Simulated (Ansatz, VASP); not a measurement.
CuI (Marshite): VASP beside Ansatz

The input INCAR:

```
SYSTEM = CuI
PREC = Accurate
ENCUT = 520
EDIFF = 1E-7
ISMEAR = 0
SIGMA = 0.01
LREAL = .False.
LASPH = .True.
NELM = 60
ALGO = Normal
ISIF = 2
LWAVE = .False.
LCHARG = .False.
GGA = CA
NBANDS = 16
```

Contents of KPOINTS:

```
Automatic mesh
0
Gamma
  6 6 6
  0 0 0
```

File POSCAR:

```
CuI
1.0
    2.8100628726      2.8100628726      0.0000000000
   -2.8100628726      2.8100628726      0.0000000000
    0.0000000000      2.8100628726      2.8100628726
Cu I
1 1
Direct
    0.7500000000      0.2500000000      0.5000000000
    0.0000000000      0.0000000000      0.0000000000
```

Input for Ansatz:

```yaml
crystal:
  lattice:
    - [2.81006287256, 2.81006287256, 0.0]
    - [-2.81006287256, 2.81006287256, 0.0]
    - [0.0, 2.81006287256, 2.81006287256]
  atoms:
    - { symbol: Cu, position: [0.75, 0.25, 0.5] }
    - { symbol: I, position: [0.0, 0.0, 0.0] }
kpoints:
  mp_grid: { grid: [6, 6, 6] }
scf:
  occupations: { method: fixed }
  convergence: { dr2_threshold: 1.0e-10 }
hamiltonian:
  xc: lda
  pseudopotentials: { kind: all_electron, lapw: { basis_error: 0.0005 } }
output:
  forces: true
  stress: true
  eigenstates:
    kpoints:
      - [0.0, 0.0, 0.0]
      - [-0.5, -0.5, -0.5]
      - [-0.5, 0.5, 0.0]
      - [0.0, 0.0, -0.5]
      - [0.0, -0.5, -0.5]
      - [0.0, 0.5, 0.0]
      - [-0.5, 0.0, 0.0]
      - [-0.5, 0.0, -0.5]
  eigenvalues: true
```

Alike in both runs: task single point; functional LDA; k mesh 6 × 6 × 6; no spin polarisation.

|  | VASP | Ansatz |
| --- | --- | --- |
| version | VASP 6.6.1 | Ansatz 0.2.0 |
| potentials or method | VASP PAW LDA potentials, release 64 (Cu, I) | all-electron LAPW, scalar-relativistic |
| plane-wave cutoff (eV) | 520 | see its input |
| occupations | gaussian, width 0.01 eV | fixed |

|  | VASP | Ansatz | Ansatz less VASP |
| --- | --- | --- | --- |
| gap on the k mesh at the Fermi level (eV) | 1.71 | 1.64 | -0.070 |
| pressure (GPa) | 10.1 | 10.0 | -0.09 |

Ansatz ran all-electron here, so the differences hold the error of VASP's frozen core and of both bases.

Caveats: spin-orbit coupling is left out, which moves the levels of the heavy elements. A k mesh can miss the band edges.
